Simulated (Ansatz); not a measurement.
# SiO2: the cost of one run

Method: DFT LDA, scalar-relativistic, plane waves, PAW, in Ansatz 0.2.0.

1 further run of the same task is left out (set aside as unsound or not needed). Runs told in other sessions of the task aren't counted.

## Step 1: Starting point

It takes space group I4/mmm (No. 139, tetragonal). The conventional cell has a = 8.911 Å, b = 8.911 Å, c = 5.215 Å, α = 90.00°, β = 90.00°, γ = 90.00°. Around Si (site symmetry m2m) lie 4 O at 1.60 Å. O (site symmetry 2/m) has 2 Si at 1.60 Å in its first shell of neighbours. O (site symmetry m2m) is surrounded by 2 Si at 1.60 Å.

Coordinates:

```
CELL_PARAMETERS angstrom
-4.45533 4.45533 2.60736
4.45533 -4.45533 2.60736
4.45533 4.45533 -2.60736
ATOMIC_POSITIONS crystal
Si 0.17694 0.17694 0.35387
Si 0.82306 0.17694 0.00000
Si 0.17694 0.82306 0.00000
Si 0.82306 0.82306 0.64613
O 0.50000 0.50000 0.50000
O 0.00000 0.50000 0.00000
O 0.50000 0.00000 0.00000
O 0.00000 0.00000 0.50000
O 0.00000 0.20894 0.20894
O 0.79106 0.00000 0.79106
O 0.20894 0.00000 0.20894
O 0.00000 0.79106 0.79106
```

It goes back to an entry of the Materials Project, which need not be the stable form.

This cell was relaxed beforehand with the same method: volume 17.25 Å³/atom, gap on the mesh 5.35 eV.

## Step 2: Bands, states and charges

input.yaml

```yaml
crystal:
  lattice:
    - [-4.4553296922, 4.4553296922, 2.6073622161]
    - [4.4553296922, -4.4553296922, 2.6073622161]
    - [4.4553296922, 4.4553296922, -2.6073622161]
  atoms:
    - { symbol: Si, position: [0.1769371916, 0.1769371916, 0.3538743832] }
    - { symbol: Si, position: [0.8230628084, 0.1769371916, 0.0] }
    - { symbol: Si, position: [0.1769371916, 0.8230628084, 0.0] }
    - { symbol: Si, position: [0.8230628084, 0.8230628084, 0.6461256168] }
    - { symbol: O, position: [0.5, 0.5, 0.5] }
    - { symbol: O, position: [0.0, 0.5, 0.0] }
    - { symbol: O, position: [0.5, 0.0, 0.0] }
    - { symbol: O, position: [0.0, 0.0, 0.5] }
    - { symbol: O, position: [0.0, 0.2089418894, 0.2089418894] }
    - { symbol: O, position: [0.7910581106, 0.0, 0.7910581106] }
    - { symbol: O, position: [0.2089418894, 0.0, 0.2089418894] }
    - { symbol: O, position: [0.0, 0.7910581106, 0.7910581106] }
basis:
  ecutwfc: 420
kpoints:
  mp_grid: { grid: [6, 6, 6] }
  band_path:
    path:
      - [[0.0, 0.0, 0.0], [0.0, 0.0, 0.5], [-0.5, 0.5, 0.5], [0.0, 0.0, 0.0], [0.33562154, 0.33562154, -0.33562154]]
      - [[-0.33562154, 0.66437846, 0.33562154], [-0.5, 0.5, 0.5]]
      - [[0.0, 0.0, 0.5], [0.25, 0.25, 0.25], [0.0, 0.5, 0.0], [0.0, 0.0, 0.0]]
    npoints: 10
hamiltonian:
  xc: lda
scf:
  occupations: { method: gaussian, width: 0.02 }
  n_extra_bands: 30
output:
  forces: true
  stress: true
  eigenvalues: true
  populations: true
  dos: { projected: true, de: 0.02, nscf_kmesh: { grid: [9, 9, 9] } }
  bader: false
  write_density: true
  write_potential: true
  elf: true
  volumetric_format: npy
```

The run is started by

```console
> ansatz run input.yaml --threads 2 --pin off --max-ram 5120MiB --backend cpu --events-out ev --progress --plain --runs-dir out
```

What time and memory should one allow on 2 threads of Arm Neoverse V2, shared host?

About 45 s, with a peak of 0.84 GiB.
